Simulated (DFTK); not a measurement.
Sr:

```
Sr
1.0
     0.00000    3.04235    3.04235
     3.04235    0.00000    3.04235
     3.04235    3.04235    0.00000
Sr
1
Direct
  0.00000 0.00000 0.00000
```

Base run:

* Program: DFTK 0.8.2
* Functional: PBE
* Potentials or basis: dojo.nc.sr.pbe.v0_4_1.standard.upf (PBE)
* Cutoff: 1088 eV
* k mesh: 8 × 8 × 8
* Occupations: fermi-dirac, width 0.05 eV
* Spin: no spin polarisation

Its results: band gap on the k mesh none (metal or under the smearing width); pressure -0.3 GPa.

The run is repeated on the same cell with these changes: functional from PBE to PBEsol; potentials or basis from dojo.nc.sr.pbe.v0_4_1.standard.upf (PBE) to dojo.nc.sr.pbesol.v0_4_1.standard.upf (PBEsol). What comes out?

Band gap on the k mesh none (metal or under the smearing width); pressure -0.9 GPa.

Not every run made on this cell is shown here.
